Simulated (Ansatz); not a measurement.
A (110) slab of W (Im-3m (No. 229)), 5 planes, outer planes W (top) and W (bottom), with 5 atoms (W5) in a surface cell of A = 7.167 Å², as cut from the bulk:

```
W
1.0
     2.75704    0.00000    0.00000
    -0.91901    2.59936    0.00000
     0.00000    0.00000   24.00446
W
5
Cartesian
  0.9190 1.2997 7.5000
  0.0000 0.0000 9.7511
  0.9190 1.2997 12.0022
  0.0000 0.0000 14.2533
  0.9190 1.2997 16.5045
```

Theory: DFT PBE, scalar-relativistic, plane waves, PAW in Ansatz 0.2.0. Plane waves to 420 eV, a k mesh through Γ of 13×13×1 on the computed 5-atom cell and Gaussian smearing (0.10 eV); no spin polarisation.

Against the same 5 atoms in the bulk, the slab as cut lies 3.015 eV higher and the relaxed slab 2.961 eV higher.

**Question.** Work out the surface energy before and after relaxation.

**Answer.** The slab has two faces, so γ = (E_slab − N·E_bulk)/(2A), the mean of both. As cut: 3.015/(2 × 7.167) = 0.2103 eV/Å², and 1 eV/Å² = 16.02 J/m², so γ = 3.37 J/m². Relaxed: 2.961/(2 × 7.167) = 0.2066 eV/Å² = 3.31 J/m². Relaxation recovers 1.8 % of the cost of cutting.

**Question.** What is the ideal work of this cut, per area?

**Answer.** Griffith's ideal work is 2γ: 6.74 J/m² if the new faces stay rigid, 6.62 J/m² if they relax. One thickness was run, 5 planes, so γ can still shift with it.

Cutting tungsten along (110) is expensive, at 3.31 J/m² after relaxation, and nearly all of that cost is electronic rather than something the atoms can recover by moving. The metal's 5d band is close to half full, so bonding states are largely occupied and antibonding ones largely empty. This is the filling that gives the middle of the transition series its strong cohesion, and it makes each lost neighbour costly.

The small relaxation gain of 1.8 % fits the character of the face. (110) is the densest plane of the bcc lattice, and its surface atoms keep most of their nearest neighbours, including all those within the plane. The remaining driving force is probably the usual one at metal surfaces, a slight inward pull on the outer plane as charge smooths out and the back bonds strengthen.

The work of 6.62 J/m² is a thermodynamic floor for brittle separation, not a fracture toughness, and it doesn't identify the preferred cleavage plane, since tungsten is known to cleave readily on cube planes, where crack-tip plasticity and lattice trapping also matter.
